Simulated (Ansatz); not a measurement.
## Strain response of Al3Cu2

The calculation used DFT PBEsol, scalar-relativistic, plane waves, PAW in Ansatz. Run with 420 eV cutoff, 12×12×8 k-mesh, Gaussian smearing of 0.10 eV, no spin polarisation.

The relaxed crystal:

```xyz
5
Lattice="4.0986 0.0000 0.0000 -2.0493 3.5495 0.0000 0.0000 0.0000 4.9821" Properties=species:S:1:pos:R:3 pbc="T T T"
Al    0.0000    0.0000    0.0000
Al    0.0000    2.3663    1.7512
Al    2.0493    1.1832    3.2309
Cu    0.0000    2.3663    4.1964
Cu    2.0493    1.1832    0.7857
```

Deformation: shear that moves c along a by the strain times its height over the a-b plane, the cell held and the atoms relaxed, all within the symmetry that the strain leaves. Energies are extrapolated to zero smearing. Stress is positive in compression, on the Cartesian axes of the cell above.

```csv
strain (%),ΔE (meV/atom),a (Å),b (Å),c (Å),σxx (GPa),σyy (GPa),σzz (GPa),σyz (GPa),σxz (GPa),σxy (GPa)
+0.0,0.0,4.099,4.099,4.982,-0.02,-0.02,-0.04,0.00,0.00,0.00
+1.0,0.2,4.099,4.099,4.982,0.00,-0.02,-0.01,0.02,-0.47,-0.24
+2.0,0.8,4.099,4.099,4.983,0.06,-0.02,0.06,0.08,-0.97,-0.44
+3.0,1.9,4.099,4.099,4.984,0.15,-0.01,0.18,0.15,-1.46,-0.62
+4.0,3.4,4.099,4.099,4.986,0.27,0.00,0.31,0.21,-1.91,-0.81
+6.0,7.8,4.099,4.099,4.991,0.60,-0.02,0.65,0.24,-2.87,-1.16
```